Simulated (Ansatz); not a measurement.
**Al: experiment and calculation**

**The experiment to reproduce.**

From “The interpretation of polycrystalline coherent inelastic neutron scattering from aluminium”, 2013, pmc:3831299, for a bulk crystal of Al: lattice constant a 4.0495 Å.

The results are compared with them further down.

Method: DFT PBE, scalar-relativistic, plane waves, PAW (Ansatz).

Settings: cutoff 420 eV, Γ-centred mesh 18×18×18 on the computed 1-atom cell, Gaussian smearing of 0.10 eV; no spin polarisation.

Relaxed structure, symmetry kept:

```
Al
1.0
     0.00000    2.02073    2.02073
     2.02073    0.00000    2.02073
     2.02073    2.02073    0.00000
Al
1
Direct
  0.00000 0.00000 0.00000
```

```json
{
 "Space group": "Fm-3m (No. 225)",
 "Volume per atom": "16.50 Å³",
 "Formation energy from the elements' standard states (uncorrected)": "+0.004 eV/atom",
 "Kohn–Sham band gap": "none (metal)",
 "Density of states at the Fermi level": "0.39 states/eV per cell",
 "Löwdin character within 0.5 eV of the Fermi level": "Al 3p 63 %, Al 3s 31 %, unprojected 6 %",
 "Bader charges (e)": "Al (1 in the cell) 0.00"
}
```

Against the measured lattice constant a of Al, 4.0495 Å (quoted in the paper above), the calculated 4.041 Å is off by -0.2 %. The calculation is for 0 K without zero-point motion.